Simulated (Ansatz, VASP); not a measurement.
Hf in VASP and in Ansatz

```
CELL_PARAMETERS angstrom
3.20476 0.00000 0.00000
-1.60238 2.77540 0.00000
0.00000 0.00000 5.05184
ATOMIC_POSITIONS crystal
Hf 0.33333 0.66667 0.25000
Hf 0.66667 0.33333 0.75000
```

Alike in both runs: functional PBEsol; k mesh 16 × 16 × 10; occupations gaussian, width 0.05 eV; no spin polarisation.

Ansatz relaxed the structure, and its values are those at the end. VASP's run is a single point on that final structure, the one shown.

|  | VASP | Ansatz |
| --- | --- | --- |
| version | VASP 6.6.1 | Ansatz 0.2.0 |
| potentials or method | VASP PAW PBE potentials, release 64 (Hf_pv) | scalar-relativistic, plane waves, PAW |
| plane-wave cutoff (eV) | 520 | 420 |
| valence electrons in the cell | 20 | 52 |

VASP gave:

- gap on the k mesh at the Fermi level (eV): none
- pressure (GPa): -4.5

Question: Which values does Ansatz return?

Answer: gap on the k mesh at the Fermi level (eV): none; pressure (GPa): -4.1.

A gap of «none» marks a metal or a gap that the smearing closes. The two sets of potentials don't hold the same shells in valence.

Caveats: the PAW data sets were made with another functional, which shifts forces and pressure a little (VASP). The runs have no spin-orbit coupling, so splittings on Hf are missing.
